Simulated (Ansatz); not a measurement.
# Rb: the cost of one run

Program: Ansatz 0.2.0. Level of theory: DFT PBE+D3(BJ), scalar-relativistic, plane waves, PAW. These are calculated values, not measurements.

This is Rb in the fcc structure; at room conditions it is bcc.

3 further runs of the same task are left out: 3 set aside as unsound or not needed.

## Step 1: The starting structure

Symmetry: Fm-3m, No. 225, cubic system. Conventional cell: a = 7.013 Å, b = 7.013 Å, c = 7.013 Å, α = 90.00°, β = 90.00°, γ = 90.00°.

Structure file:

```cif
data_structure
_symmetry_space_group_name_H-M 'P 1'
_symmetry_Int_Tables_number 1
_cell_length_a 4.9590
_cell_length_b 4.9590
_cell_length_c 4.9590
_cell_angle_alpha 60.000
_cell_angle_beta 60.000
_cell_angle_gamma 60.000
_cell_volume 86.23
loop_
_atom_site_label
_atom_site_type_symbol
_atom_site_fract_x
_atom_site_fract_y
_atom_site_fract_z
_atom_site_occupancy
Rb1 Rb 0.00000 0.00000 0.00000 1
```

It goes back to an entry of the Materials Project, which need not be the stable form.

It is the result of an earlier relaxation at this level (volume 86.23 Å³/atom; gap on the mesh: none (metal)).

## Step 2: Electronic structure at the relaxed geometry

input.yaml

```yaml
crystal:
  lattice:
    - [0.0, 3.5065327232, 3.5065327232]
    - [3.5065327232, 0.0, 3.5065327232]
    - [3.5065327232, 3.5065327232, 0.0]
  atoms:
    - { symbol: Rb, position: [0.0, 0.0, 0.0] }
basis:
  ecutwfc: 420
kpoints:
  mp_grid: { grid: [10, 10, 10] }
  band_path:
    path:
      - [[0.0, 0.0, 0.0], [0.5, 0.0, 0.5], [0.625, 0.25, 0.625]]
      - [[0.375, 0.375, 0.75], [0.0, 0.0, 0.0], [0.5, 0.5, 0.5], [0.5, 0.25, 0.75], [0.5, 0.0, 0.5]]
    npoints: 14
hamiltonian:
  xc: pbe
  dispersion: d3bj
scf:
  occupations: { method: gaussian, width: 0.1 }
  n_extra_bands: 6
output:
  forces: true
  stress: true
  eigenvalues: true
  populations: true
  dos: { projected: true, de: 0.02, nscf_kmesh: { grid: [15, 15, 15] } }
  bader: true
  write_density: true
  write_potential: true
  elf: true
  volumetric_format: npy
```

Command:

```
> ansatz run input.yaml --threads 1 --pin off --max-ram 2560MiB --backend cpu --events-out ev --progress --plain --runs-dir out
```

What time and memory should one allow on 1 thread of Arm Neoverse V2, shared host?

About 10 s, with a peak of 0.33 GiB.
